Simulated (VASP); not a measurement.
# BAs (I-43m) in VASP: a series of runs

Runs on BAs. Level: PBE. Tasks: single point, relaxation of cell and atoms.

All numbers are computed with VASP 6.6.1; they aren't measurements. Logs are shortened: lines on timing, memory, paths and dates and some standing lists are left out, and cuts for length are marked.

### Step 1. The structure

The structure is cubic, space group I-43m (No. 217). Conventional cell: a = 6.595 Å, b = 6.595 Å, c = 6.595 Å, α = 90.00°, β = 90.00°, γ = 90.00°. B (site symmetry 3m) has 4 As at 2.03 to 2.13 Å as nearest neighbours. As (site symmetry 3m) is surrounded by 4 B at 2.03 to 2.13 Å.

The cell was built by a generator and needn't be a form met in nature.

### Step 2. Single point, PBE

The input, INCAR:

```
PREC     = Accurate       # precision mode
ENCUT    = 520            # plane-wave cutoff, eV
EDIFF    = 1E-7           # SCF threshold, eV
ISMEAR   = 0              # smearing method
SIGMA    = 0.02           # smearing width, eV
LREAL    = F              # projectors in reciprocal space
LASPH    = T              # aspherical terms in the spheres
NELM     = 100            # most SCF steps
ALGO     = Normal         # electronic algorithm
ISIF     = 2              # what is computed and relaxed
LWAVE    = F              # write WAVECAR
LCHARG   = F              # write CHGCAR
GGA      = PE             # functional
NBANDS   = 26             # bands
```

The input, KPOINTS:

```
regular mesh
0
Gamma
  6 6 6
```

The input, POSCAR:

```
BAs
1.0
   -3.2974708452      3.2974708452      3.2974708452
    3.2974708452     -3.2974708452      3.2974708452
    3.2974708452      3.2974708452     -3.2974708452
B As
4 4
Direct
    0.3165090097      0.3165090097      0.3165090097
    0.0000000000      0.0000000000      0.6834909903
    0.0000000000      0.6834909903      0.0000000000
    0.6834909903      0.0000000000      0.0000000000
    0.6720378524      0.6720378524      0.6720378524
    0.0000000000      0.0000000000      0.3279621476
    0.0000000000      0.3279621476      0.0000000000
    0.3279621476      0.0000000000      0.0000000000
```

Potentials or basis: VASP PAW PBE potentials, release 64 (B, As).

Command:

```bash
cat potpaw_PBE.64/B/POTCAR potpaw_PBE.64/As/POTCAR > POTCAR
mpirun -np 1 vasp_std > vasp.out
```

OUTCAR:

```text
PREC = Accurate
   ENCUT = 520
   EDIFF = 1E-7
   ISMEAR = 0
   LREAL = F
   LASPH = T
   NELM = 100
   ISIF = 2
   GGA = PE

 ion  position               nearest neighbor table
   1  0.317  0.317  0.317-   5 2.03   6 2.13   7 2.13   8 2.13
   2  0.000  0.000  0.683-   6 2.03   5 2.13   7 2.13   8 2.13
   3  0.000  0.683  0.000-   7 2.03   5 2.13   6 2.13   8 2.13
   4  0.683  0.000  0.000-   8 2.03   5 2.13   7 2.13   6 2.13
   5  0.672  0.672  0.672-   1 2.03   3 2.13   4 2.13   2 2.13
   6  0.000  0.000  0.328-   2 2.03   1 2.13   3 2.13   4 2.13
   7  0.000  0.328  0.000-   3 2.03   2 2.13   4 2.13   1 2.13
   8  0.328  0.000  0.000-   4 2.03   3 2.13   2 2.13   1 2.13

  LATTYP: Found a body centered cubic cell.
 ALAT       =     6.5949416904

  Lattice vectors:

 A1 = (  -3.2974708452,   3.2974708452,   3.2974708452)
 A2 = (   3.2974708452,  -3.2974708452,   3.2974708452)
 A3 = (   3.2974708452,   3.2974708452,  -3.2974708452)

Analysis of symmetry for initial positions (statically):
=====================================================================
 Subroutine PRICEL returns:
 Original cell was already a primitive cell.

 Routine SETGRP: Setting up the symmetry group for a
 body centered cubic supercell.

 Subroutine GETGRP returns: Found 24 space group operations
 (whereof 24 operations were pure point group operations)
 out of a pool of 48 trial point group operations.

The static configuration has the point symmetry T_d .

Analysis of symmetry for dynamics (positions and initial velocities):
=====================================================================
 Subroutine PRICEL returns:
 Original cell was already a primitive cell.

 Routine SETGRP: Setting up the symmetry group for a
 body centered cubic supercell.

 Subroutine GETGRP returns: Found 24 space group operations
 (whereof 24 operations were pure point group operations)
 out of a pool of 48 trial point group operations.

The dynamic configuration has the point symmetry T_d .

 Subroutine INISYM returns: Found 24 space group operations
 (whereof 24 operations are pure point group operations),
 and found     1 'primitive' translations

----------------------------------------------------------------------------------------

                                     Primitive cell

  volume of cell :     143.4177

  direct lattice vectors                    reciprocal lattice vectors
    -3.297470845  3.297470845  3.297470845     0.000000000  0.151631363  0.151631363
     3.297470845 -3.297470845  3.297470845     0.151631363  0.000000000  0.151631363
     3.297470845  3.297470845 -3.297470845     0.151631363  0.151631363  0.000000000

  length of vectors
     5.711387040  5.711387040  5.711387040     0.214439131  0.214439131  0.214439131

  position of ions in fractional coordinates (direct lattice)
     0.316509010  0.316509010  0.316509010
     0.000000000  0.000000000  0.683490990
     0.000000000  0.683490990  0.000000000
     0.683490990  0.000000000  0.000000000
     0.672037852  0.672037852  0.672037852
     0.000000000  0.000000000  0.327962148
     0.000000000  0.327962148  0.000000000
     0.327962148  0.000000000  0.000000000

  ion indices of the primitive-cell ions
   primitive index   ion index
                 1           1
                 2           2
                 3           3
                 4           4
                 5           5
                 6           6
                 7           7
                 8           8

----------------------------------------------------------------------------------------

 KPOINTS: regular mesh

Automatic generation of k-mesh.
 Grid dimensions read from file:
 generate k-points for:    6    6    6

 Generating k-lattice:

  Cartesian coordinates                     Fractional coordinates (reciprocal lattice)
     0.000000000  0.025271894  0.025271894     0.166666667  0.000000000  0.000000000
     0.025271894  0.000000000  0.025271894     0.000000000  0.166666667  0.000000000
     0.025271894  0.025271894  0.000000000     0.000000000  0.000000000  0.166666667

  Length of vectors
     0.035739855  0.035739855  0.035739855

  Shift w.r.t. Gamma in fractional coordinates (k-lattice)
     0.000000000  0.000000000  0.000000000

 Subroutine IBZKPT returns following result:
 ===========================================

 Found     16 irreducible k-points:

 Following reciprocal coordinates:
            Coordinates               Weight
  0.000000  0.000000  0.000000      1.000000
  0.166667  0.000000  0.000000     12.000000
  0.333333  0.000000  0.000000     12.000000
  0.500000  0.000000  0.000000      6.000000
  0.166667  0.166667  0.000000     24.000000
  0.333333  0.166667  0.000000     48.000000
[... 8 lines left out ...]
  0.500000  0.500000  0.333333     12.000000
  0.500000  0.500000  0.500000      1.000000
   k-points           NKPTS =     16   k-points in BZ     NKDIM =     16   number of bands    NBANDS=     26
   number of dos      NEDOS =    301   number of ions     NIONS =      8
   total plane-waves  NPLWV =  74088
   dimension x,y,z NGX =    42 NGY =   42 NGZ =   42
   dimension x,y,z NGXF=    84 NGYF=   84 NGZF=   84
   ions per type =               4   4
   NGX,Y,Z   is equivalent  to a cutoff of  12.23, 12.23, 12.23 a.u.
   NGXF,Y,Z  is equivalent  to a cutoff of  24.45, 24.45, 24.45 a.u.
 SYSTEM =  unknown system
   PREC   = accura    normal or accurate (medium, high low for compatibility)
   ISTART =      0    job   : 0-new  1-cont  2-samecut
   ICHARG =      2    charge: 1-file 2-atom 10-const
   ISPIN  =      1    spin polarized calculation?
   LNONCOLLINEAR =      F non collinear calculations
   LSORBIT =      F    spin-orbit coupling
   LASPH  =      T    aspherical Exc in radial PAW
   ENCUT  =  520.0 eV  38.22 Ry    6.18 a.u.  10.62 10.62 10.62*2*pi/ulx,y,z
   NELM   =    100;   NELMIN=  2; NELMDL= -5     # of ELM steps
   EDIFF  = 0.1E-06   stopping-criterion for ELM
   LREAL  =      F    real-space projection
   EDIFFG = 0.1E-05   stopping-criterion for IOM
   NSW    =      0    number of steps for IOM
   IBRION =     -1    ionic relax: 0-MD 1-quasi-New 2-CG
   NFREE  =      0    steps in history (QN), initial steepest desc. (CG)
   ISIF   =      2    stress and relaxation
   ISYM   =      2    0-nonsym 1-usesym 2-fastsym
   POTIM  = 0.5000    time-step for ionic-motion
   TEBEG  =    0.0;   TEEND  =   0.0 temperature during run
   PSTRESS=    0.0 pullay stress
   NELECT =      32.0000    total number of electrons
   NUPDOWN=      -1.0000    fix difference up-down
   EMIN   =  10.00;   EMAX   =-10.00  energy-range for DOS
   EFERMI =   0.00;   METHOD = LEGACY
   ISMEAR =     0;   SIGMA  =   0.02  broadening in eV -4-tet -1-fermi 0-gaus
   EFERMI_NEDOS =   21; number of points for ismear=-14 and -15
   IALGO  =     38    algorithm
   IMIX   =      4    mixing-type and parameters
     AMIX     =   0.40;   BMIX     =  1.00
     AMIX_MAG =   1.60;   BMIX_MAG =  1.00
  volume/ion in A,a.u.               =      17.93       120.98
  Fermi-wavevector in a.u.,A,eV,Ry     =   0.992942  1.876388 13.414443  0.985934
  Thomas-Fermi vector in A             =   2.124789
   LORBIT       =      0    0 simple, 1 ext, 2 COOP (PROOUT), +10 PAW based schemes
   GGA     = PE    functional components
   LHFCALC =     F    Hartree Fock is set to
   AEXX    =    0.0000 exact exchange contribution
   IVDW    =     0    specifies the selected vdW correction
   LEPSILON=     F    determine dielectric tensor
   LRPA    =     F    only Hartree local field effects (RPA)
 non-spin polarized calculation
 Gauss-broadening in eV      SIGMA  =   0.02
  energy-cutoff  :      520.00
  volume of cell :      143.42
 maximum number of plane-waves:      3925
   NGX = 21   NGY = 21   NGZ = 21

 number of electron      32.0000000 magnetization

 Free energy of the ion-electron system (eV)
  ---------------------------------------------------
  ext. energy  EPLUGINS =         0.00000000
  ---------------------------------------------------
  free energy    TOTEN  =       -42.48268338 eV

  energy without entropy =      -42.48268338  energy(sigma->0) =      -42.48268338

 E-fermi :   3.5096     XC(G=0):  -8.9500

 val. band max:        3.4199881641   @ k =   0.5000   0.5000   0.5000
 cond. band min:       4.4985696263   @ k =   0.5000   0.5000   0.5000
 fundamental gap:      1.0785814623
 Fermi energy:         3.5095929773

 k-point     1 :       0.0000    0.0000    0.0000
  band No.  band energies     occupation
      1     -11.2705      2.00000
      2      -7.4083      2.00000
      3      -7.4083      2.00000
      4      -7.4083      2.00000
      5      -4.4789      2.00000
      6      -4.4789      2.00000
[... 18 lines left out ...]
     25       8.9346      0.00000
     26       8.9346      0.00000

 k-point     2 :       0.1667    0.0000    0.0000
  band No.  band energies     occupation
      1     -11.1703      2.00000
      2      -7.7474      2.00000
      3      -7.6079      2.00000
      4      -7.4130      2.00000
      5      -4.4970      2.00000
      6      -4.4849      2.00000
[... 18 lines left out ...]
     25       9.0911      0.00000
     26       9.3531      0.00000

 k-point     3 :       0.3333    0.0000    0.0000
  band No.  band energies     occupation
      1     -10.9231      2.00000
      2      -8.4044      2.00000
      3      -7.8929      2.00000
      4      -7.4230      2.00000
      5      -4.5247      2.00000
      6      -4.4951      2.00000
[... 340 lines left out ...]
 k-point    15 :       0.5000    0.5000    0.3333
  band No.  band energies     occupation
      1     -10.3878      2.00000
      2      -8.6397      2.00000
      3      -8.4909      2.00000
      4      -8.2625      2.00000
      5      -4.0500      2.00000
      6      -2.3056      2.00000
[... 18 lines left out ...]
     25       8.1104      0.00000
     26       8.8869      0.00000

 k-point    16 :       0.5000    0.5000    0.5000
  band No.  band energies     occupation
      1     -10.1989      2.00000
      2      -8.6033      2.00000
      3      -8.6033      2.00000
      4      -8.6033      2.00000
      5      -3.6066      2.00000
      6      -2.2518      2.00000
[... 18 lines left out ...]
     25       8.1752      0.00000
     26       8.1752      0.00000

------------------------ aborting loop because EDIFF is reached ----------------------------------------

  FORCE on cell =-STRESS in cart. coord.  units (eV):
  Direction    XX          YY          ZZ          XY          YZ          ZX
  --------------------------------------------------------------------------------------
  -------------------------------------------------------------------------------------
  Total        0.4093090      0.4093090      0.4093090      0.0000000      0.0000000      0.0000000
  in kB        4.5725552      4.5725552      4.5725552      0.0000000      0.0000000      0.0000000
  external PRESSURE =       4.5725552 kB  Pullay stress =       0.0000000 kB

 VOLUME and BASIS-vectors are now :
 -----------------------------------------------------------------------------
  energy-cutoff  :      520.00
  volume of cell :      143.42
      direct lattice vectors                 reciprocal lattice vectors
    -3.297470845  3.297470845  3.297470845     0.000000000  0.151631363  0.151631363
     3.297470845 -3.297470845  3.297470845     0.151631363  0.000000000  0.151631363
     3.297470845  3.297470845 -3.297470845     0.151631363  0.151631363  0.000000000

 POSITION                                       TOTAL-FORCE (eV/Angst)
 -----------------------------------------------------------------------------------
      1.04368      1.04368      1.04368         0.011248      0.011248      0.011248
      2.25379      2.25379     -2.25379        -0.011248     -0.011248      0.011248
      2.25379     -2.25379      2.25379        -0.011248      0.011248     -0.011248
     -2.25379      2.25379      2.25379         0.011248     -0.011248     -0.011248
      2.21603      2.21603      2.21603        -0.010273     -0.010273     -0.010273
      1.08145      1.08145     -1.08145         0.010273      0.010273     -0.010273
      1.08145     -1.08145      1.08145         0.010273     -0.010273      0.010273
     -1.08145      1.08145      1.08145        -0.010273      0.010273      0.010273
 -----------------------------------------------------------------------------------
    total drift:                                0.000001      0.000001      0.000001

  FREE ENERGIE OF THE ION-ELECTRON SYSTEM (eV)
  ---------------------------------------------------
  free  energy   TOTEN  =       -42.4826833832 eV

  energy  without entropy=      -42.4826833832  energy(sigma->0) =      -42.48268338
```

It took 64 s on 1 thread of Intel Xeon Platinum 8559C (Emerald Rapids), shared host; peak memory 0.26 GiB.

What came out:

* Free energy: -42.4827 eV
* Pressure: 0.5 GPa
* Largest force: 0.019 eV/Å
* Band gap on the k mesh: 1.08 eV, direct

Forces in eV/Å, atoms in the order of the input:
```
B    0.011  0.011  0.011
B   -0.011 -0.011  0.011
B   -0.011  0.011 -0.011
B    0.011 -0.011 -0.011
As  -0.010 -0.010 -0.010
As   0.010  0.010 -0.010
As   0.010 -0.010  0.010
As  -0.010  0.010  0.010
```

A k mesh can miss the band edges. As with any semilocal functional, this PBE gap is likely too small.

### Step 3. Relaxation of cell and atoms, PBE

The input, INCAR:

```
SYSTEM = BAs
  PREC = Accurate
  ENCUT = 600
  EDIFF = 1E-6
  ISMEAR = 0
  SIGMA = 0.02
  LREAL = .FALSE.
  LASPH = .TRUE.
  NELM = 100
  ALGO = Normal
  ISIF = 3
  LWAVE = .FALSE.
  LCHARG = .FALSE.
  GGA = PE
  IBRION = 2
  NSW = 100
  EDIFFG = -0.01
```

The input, KPOINTS:

```
Automatic mesh
0
G
  6 6 6
  0 0 0
```

The input, POSCAR:

```
BAs
1.0
   -3.2967155338      3.2967155338      3.2967155338
    3.2967155338     -3.2967155338      3.2967155338
    3.2967155338      3.2967155338     -3.2967155338
B As
4 4
Direct
    0.3164682972      0.3164682972      0.3164682972
    0.0000000000      0.0000000000      0.6835317028
    0.0000000000      0.6835317028      0.0000000000
    0.6835317028      0.0000000000      0.0000000000
    0.6721262649      0.6721262649      0.6721262649
    0.0000000000      0.0000000000      0.3278737351
    0.0000000000      0.3278737351      0.0000000000
    0.3278737351      0.0000000000      0.0000000000
```

Potentials or basis: VASP PAW PBE potentials, release 64 (B, As).

Command:

```bash
cat potpaw_PBE.64/B/POTCAR potpaw_PBE.64/As/POTCAR > POTCAR
mpirun -np 1 vasp_std > vasp.out
```

Run time: 3.8 min. Hardware: 1 thread of Intel Xeon Platinum 8559C (Emerald Rapids), shared host; peak memory 0.35 GiB.

It converged, with:

| Quantity | Value |
| --- | --- |
| Free energy | -42.4871 eV |
| Relaxed volume | 18.01 Å³/atom |
| Relaxed cell | a = 5.720 Å, b = 5.720 Å, c = 5.720 Å, α = 109.47°, β = 109.47°, γ = 109.47° |
| Space group after relaxing (to 0.05 Å) | I-43m (No. 217) |
| Energy gained by relaxing | 0.2 meV/atom |
| Ionic steps | 6 |
| Pressure after relaxing | 0.0 GPa |
| Largest force after relaxing | 0.003 eV/Å |
| Band gap on the k mesh | 1.08 eV, direct |

Forces on the atoms (eV/Å):
```
B    0.001  0.001  0.001
B   -0.001 -0.001  0.001
B   -0.001  0.001 -0.001
B    0.001 -0.001 -0.001
As   0.002  0.002  0.002
As  -0.002 -0.002  0.002
As  -0.002  0.002 -0.002
As   0.002 -0.002 -0.002
```

The path:
| step | energy change (eV) | largest force (eV/Å) | pressure (GPa) | volume (Å³) |
| --- | --- | --- | --- | --- |
| 1 | 0.0000 | 0.0391 | 0.53 | 143.32 |
| 2 | -0.0004 | 0.0840 | -0.36 | 144.56 |
| 3 | -0.0012 | 0.0279 | 0.05 | 143.99 |
| 4 | -0.0012 | 0.0292 | 0.04 | 144.00 |
| 5 | -0.0013 | 0.0102 | -0.02 | 144.15 |
| 6 | -0.0013 | 0.0031 | -0.01 | 144.10 |

Final structure:
```cif
data_structure
_symmetry_space_group_name_H-M 'P 1'
_symmetry_Int_Tables_number 1
_cell_length_a 5.7205
_cell_length_b 5.7205
_cell_length_c 5.7205
_cell_angle_alpha 109.471
_cell_angle_beta 109.471
_cell_angle_gamma 109.471
_cell_volume 144.10
loop_
_atom_site_label
_atom_site_type_symbol
_atom_site_fract_x
_atom_site_fract_y
_atom_site_fract_z
_atom_site_occupancy
B1 B 0.31655 0.31655 0.31655 1
B2 B 0.00000 0.00000 0.68345 1
B3 B 0.00000 0.68345 0.00000 1
B4 B 0.68345 0.00000 0.00000 1
As1 As 0.67209 0.67209 0.67209 1
As2 As 0.00000 0.00000 0.32791 1
As3 As 0.00000 0.32791 0.00000 1
As4 As 0.32791 0.00000 0.00000 1
```

Levels at points of the mesh, in eV from the valence-band top:
| k point | band 14 | band 15 | band 16 | band 17 | band 18 | band 19 |
| --- | --- | --- | --- | --- | --- | --- |
| (0.00, 0.00, 0.00) | -0.10 | -0.10 | -0.10 | 1.90 | 1.90 | 1.90 |
| (0.50, 0.00, 0.00) | -1.78 | -1.42 | -1.09 | 2.07 | 2.80 | 3.18 |
| (0.50, 0.50, 0.50) | 0.00 | 0.00 | 0.00 | 1.08 | 3.71 | 3.71 |

A k mesh can miss the band edges.

### Step 4. Single point, PBE

The input, INCAR:

```
SYSTEM = BAs
ALGO = Normal
EDIFF = 1E-7
ENCUT = 520
GGA = PE
ISIF = 2
ISMEAR = 0
LASPH = .True.
LCHARG = .False.
LREAL = .False.
LWAVE = .False.
NBANDS = 26
NELM = 100
PREC = Accurate
SIGMA = 0.1
```

The input, KPOINTS:

```
k-points
0
Gamma
  4 4 4
  0 0 0
```

POSCAR is that of step 3.

Command:

```bash
cat potpaw_PBE.64/B/POTCAR potpaw_PBE.64/As/POTCAR > POTCAR
mpirun -np 1 vasp_std > vasp.out
```

Wall time 49 s (1 thread of Intel Xeon Platinum 8559C (Emerald Rapids), shared host); peak memory 0.24 GiB.

Results (log left out):

```yaml
Free_energy: -42.4804 eV
Pressure: 0.5 GPa
Largest_force: 0.037 eV/Å
Band_gap_on_the_k_mesh: 1.07 eV, direct
```

Forces in eV/Å, atoms in the order of the input:
```
B    0.018  0.018  0.018
B   -0.018 -0.018  0.018
B   -0.018  0.018 -0.018
B    0.018 -0.018 -0.018
As  -0.021 -0.021 -0.021
As   0.021  0.021 -0.021
As   0.021 -0.021  0.021
As  -0.021  0.021  0.021
```

Levels at points of the mesh, in eV from the valence-band top:
```tsv
k point	band 13	band 14	band 15	band 16	band 17	band 18	band 19	band 20
(0.00, 0.00, 0.00)	-3.25	-0.09	-0.09	-0.09	1.91	1.91	1.91	4.07
(0.50, 0.00, 0.00)	-2.64	-1.79	-1.43	-1.09	2.07	2.81	3.19	3.41
(0.50, 0.50, 0.50)	-3.97	0.00	0.00	0.00	1.07	3.72	3.72	3.72
```

A k mesh can miss the band edges. As with any semilocal functional, this PBE gap is likely too small.

[end of part 1 of 2]
